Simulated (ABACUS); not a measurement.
Runs of ABACUS 3.10.1 on Sn. Symmetry: Fd-3m, No. 227, cubic system. The conventional cell has a = 6.467 Å, b = 6.467 Å, c = 6.467 Å, α = 90.00°, β = 90.00°, γ = 90.00°. Sn (site symmetry -43m) is surrounded by 4 Sn at 2.80 Å. This isn't the form of Sn at room conditions, which is tetragonal (white tin).

```csv
task,level,potentials or basis,k mesh,cutoff (eV),SCF threshold on the density,eigensolver,symmetry key,threshold of the eigensolver,path,mesh quality,gap on the mesh (eV),pressure (GPa)
single point,PBEsol,"SSSP 1.3 efficiency PBE, plane waves",6 × 6 × 6,748,1e-08,dav,1,-,-,not flagged,none,1.5
single point,revTPSS,"SG15 ONCV 1.2 PBE, plane waves",4 × 4 × 4,1143,1e-08,dav,1,-,-,coarse,none,(a)
single point,rSCAN,"SG15 ONCV 1.2 PBE, plane waves",4 × 4 × 4,1143,1e-08,dav,1,-,-,coarse,none,1.4
single point,r2SCAN,"SG15 ONCV 1.2 PBE, DZP LCAO (the cutoffs set its grid)",5 × 5 × 5,1361,1e-07,genelpa,1,-,-,not flagged,none,1.8
```

Alike in all rows: no spin polarisation; cell as given; smearing fermi-dirac 0.05 eV.

Q: Estimate the missing entries.

A: (a) 1.9.

Caveats: some runs use coarse meshes; the potentials were made for another functional, which shifts forces and pressure; the atomic orbitals were generated for these runs and aren't a published set (some runs); the basis of atomic orbitals isn't converged, which shifts pressures, moduli and gaps (some runs).

A k mesh can miss the band edges, and the runs leave out spin-orbit coupling on Sn.

A gap of «none» marks a metal or a gap under the smearing width.

Not every run made on this cell is shown here.
